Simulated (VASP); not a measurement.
A run of VASP 6.6.1:

INCAR

```
SYSTEM = SiO2
  PREC = Accurate
  ENCUT = 520
  EDIFF = 1E-7
  ISMEAR = -1
  SIGMA = 0.05
  LREAL = .False.
  LASPH = .True.
  NELM = 100
  ALGO = Normal
  ISIF = 2
  LWAVE = .False.
  LCHARG = .True.
  GGA = PE
  LELF = .True.
  LVHAR = .True.
  NBANDS = 44
```

Contents of KPOINTS:

```
regular mesh
0
Gamma
  6 6 4
  0 0 0
```

The input POSCAR:

```
SiO2
1.0
    4.9820000000      0.0000000000      0.0000000000
    0.0000000000      4.9820000000      0.0000000000
    0.0000000000      0.0000000000      6.9630000000
Si O
4 8
Direct
    0.7989700000      0.2010300000      0.7500000000
    0.7010300000      0.7010300000      0.5000000000
    0.2010300000      0.7989700000      0.2500000000
    0.2989700000      0.2989700000      0.0000000000
    0.1034700000      0.2398900000      0.8218700000
    0.2601100000      0.6034700000      0.0718700000
    0.8965300000      0.7601100000      0.3218700000
    0.7398900000      0.3965300000      0.5718700000
    0.6034700000      0.2601100000      0.9281300000
    0.7601100000      0.8965300000      0.6781300000
    0.3965300000      0.7398900000      0.4281300000
    0.2398900000      0.1034700000      0.1781300000
```

Potentials or basis: VASP PAW PBE potentials, release 64 (Si, O).

Run with:

```sh
$ cat potpaw_PBE.64/Si/POTCAR potpaw_PBE.64/O/POTCAR > POTCAR
$ mpirun -np 1 vasp_std > vasp.out
```

Hardware: 1 thread of Intel(R) Xeon(R) Platinum 8488C (Sapphire Rapids) (shared host).

Question: Estimate the wall time of this run.

Answer: Wall time 3.7 min on 1 thread of Intel(R) Xeon(R) Platinum 8488C (Sapphire Rapids) (shared host), peak memory 0.36 GiB. Counts: scf iterations 15, k points 30.
